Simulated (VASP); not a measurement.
A VASP 6.6.1 single-point calculation on SrTe

INCAR

```
NBANDS = 15
LASPH = .TRUE.
LWAVE = .FALSE.
NELM = 120
LREAL = .FALSE.
GGA = PE
LCHARG = .FALSE.
EDIFF = 1E-6
ISMEAR = -1
SIGMA = 0.02
PREC = Accurate
NSW = 0
ENCUT = 520
ISIF = 2
IBRION = -1
```

KPOINTS

```
KPOINTS created by Atomic Simulation Environment
0
Gamma
6 6 6
0 0 0
```

POSCAR

```
Sr Te
 1.0000000000000000
     0.0000000000000000    3.3527582051999998    3.3202364505999999
     3.3527582051999998    0.0000000000000000    3.3202364505999999
     3.3527582051999998    3.3527582051999998    0.0000000000000000
 Sr  Te
   1   1
Cartesian
  0.0000000000000000  0.0000000000000000  0.0000000000000000
  3.3527582052000007  3.3527582052000007  3.3202364506000008
```

The recommended PBE PAW datasets give the neutral cell 16 valence electrons.

Command

```
mpirun -np 1 vasp_std
```

OSZICAR

```
N       E                     dE             d eps       ncg     rms          rms(c)
DAV:   1     0.648561315480E+02    0.64856E+02   -0.69042E+03   900   0.932E+02
DAV:   2    -0.439775951469E+01   -0.69254E+02   -0.64177E+02  1202   0.175E+02
DAV:   3    -0.822774239519E+01   -0.38300E+01   -0.38039E+01  1372   0.346E+01
DAV:   4    -0.835510322032E+01   -0.12736E+00   -0.12731E+00  1235   0.553E+00
DAV:   5    -0.835684931666E+01   -0.17461E-02   -0.17461E-02  1286   0.623E-01    0.148E+01
DAV:   6    -0.825926322439E+01    0.97586E-01   -0.13049E-01  1089   0.209E+00    0.881E+00
DAV:   7    -0.826388749388E+01   -0.46243E-02   -0.16554E-01  1117   0.256E+00    0.107E+00
DAV:   8    -0.826395680868E+01   -0.69315E-04   -0.21303E-02   956   0.702E-01    0.394E-01
DAV:   9    -0.826409029560E+01   -0.13349E-03   -0.88558E-04  1145   0.211E-01    0.193E-01
DAV:  10    -0.826432224349E+01   -0.23195E-03   -0.18114E-04   998   0.792E-02    0.471E-02
DAV:  11    -0.826433601745E+01   -0.13774E-04   -0.11863E-05  1223   0.181E-02    0.428E-02
DAV:  12    -0.826433879306E+01   -0.27756E-05   -0.11364E-05  1012   0.162E-02    0.282E-02
DAV:  13    -0.826433920436E+01   -0.41130E-06   -0.35358E-07   863   0.363E-03
   1 F= -.82643392E+01 E0= -.82643392E+01  d E =-.197249E-11
```

From OUTCAR

```
k-points           NKPTS =     30   k-points in BZ     NKDIM =     30   number of bands    NBANDS=     15

   NELECT =      16.0000    total number of electrons

   dimension x,y,z NGX =    36 NGY =   36 NGZ =   36
   dimension x,y,z NGXF=    72 NGYF=   72 NGZF=   72

  energy-cutoff  :      520.00
  volume of cell :       74.65
      direct lattice vectors                 reciprocal lattice vectors
     0.000000000  3.352758205  3.320236451    -0.149130945  0.149130945  0.150591684
     3.352758205  0.000000000  3.320236451     0.149130945 -0.149130945  0.150591684
     3.352758205  3.352758205  0.000000000     0.149130945  0.149130945 -0.150591684

 k-points in reciprocal lattice and weights: KPOINTS created by Atomic Simulation Env
   0.00000000  0.00000000  0.00000000       0.005
   0.16666667 -0.00000000  0.00000000       0.037
   0.33333333  0.00000000  0.00000000       0.037
   0.50000000 -0.00000000  0.00000000       0.019
   0.16666667  0.16666667  0.00000000       0.009
   0.33333333  0.16666667  0.00000000       0.037
   0.50000000  0.16666667  0.00000000       0.037
  -0.33333333  0.16666667  0.00000000       0.037
   ...

 E-fermi :   3.2322

 k-point     1 :       0.0000    0.0000    0.0000
  band No.  band energies     occupation
      1     -31.9290      2.00000
      2     -13.9190      2.00000
      3     -13.9190      2.00000
      4     -13.9176      2.00000
      5      -7.1679      2.00000
      6       2.7759      2.00000
      7       2.7759      2.00000
      8       2.7861      2.00000
      9       5.5828      0.00000
     10       6.0372      0.00000
     11       6.0372      0.00000
     12       6.1015      0.00000
     13       6.6743      0.00000
     14       6.7188      0.00000
     15      10.2763      0.00000

 k-point     2 :       0.1667   -0.0000    0.0000
  band No.  band energies     occupation
      1     -31.9280      2.00000
      2     -13.9496      2.00000
      3     -13.9206      2.00000
      4     -13.9192      2.00000
      5      -7.0247      2.00000
      6       1.7559      2.00000
      7       2.4187      2.00000
      8       2.4246      2.00000
      9       5.9218      0.00000
     10       6.3922      0.00000
     11       6.4250      0.00000
     12       6.9644      0.00000
     13       7.3704      0.00000
     14       7.4277      0.00000
     15      11.0939      0.00000

 k-point     3 :       0.3333    0.0000    0.0000
  band No.  band energies     occupation
      1     -31.9260      2.00000
      2     -14.0100      2.00000
      3     -13.9239      2.00000
      4     -13.9215      2.00000
      5      -6.7161      2.00000
      6       0.4833      2.00000
      7       1.8964      2.00000
      8       1.8997      2.00000
      9       6.1875      0.00000
     10       7.2651      0.00000
     11       7.2802      0.00000
     12       8.3965      0.00000
     13       8.8769      0.00000
     14       8.9424      0.00000
     15      10.7917      0.00000

 ...

  Total        0.1847069      0.1847069      0.5087663      0.0000000      0.0000000      0.0000000
  in kB        3.9645171      3.9645171     10.9200715      0.0000000      0.0000000      0.0000000
  external PRESSURE =       6.2830352 kB  Pullay stress =       0.0000000 kB

 POSITION                                       TOTAL-FORCE (eV/Angst)
 -----------------------------------------------------------------------------------
      0.00000      0.00000      0.00000        -0.000000      0.000000     -0.000000
      3.35276      3.35276      3.32024         0.000000     -0.000000      0.000000
 -----------------------------------------------------------------------------------
    total drift:                                0.000000      0.000000      0.000000

  FREE ENERGIE OF THE ION-ELECTRON SYSTEM (eV)
  ---------------------------------------------------
  free  energy   TOTEN  =        -8.2643392044 eV

  energy  without entropy=       -8.2643392044  energy(sigma->0) =       -8.26433920
```

It converged. Results: gap between bands v and c on the k mesh 1.71 eV; least direct gap on the k mesh 2.44 eV; pressure 0.6 GPa. Band v is the last that the valence electrons fill when counted band by band, and c is the next.

For comparison, a separate PBE run of the intended cell, on usual settings and not on those above, gives a gap of 1.71 eV on its mesh and a pressure of 0.6 GPa.

The run above took about 32 s on one core of a shared host (Intel Xeon Platinum 8488C) and held 0.21 GiB at most.
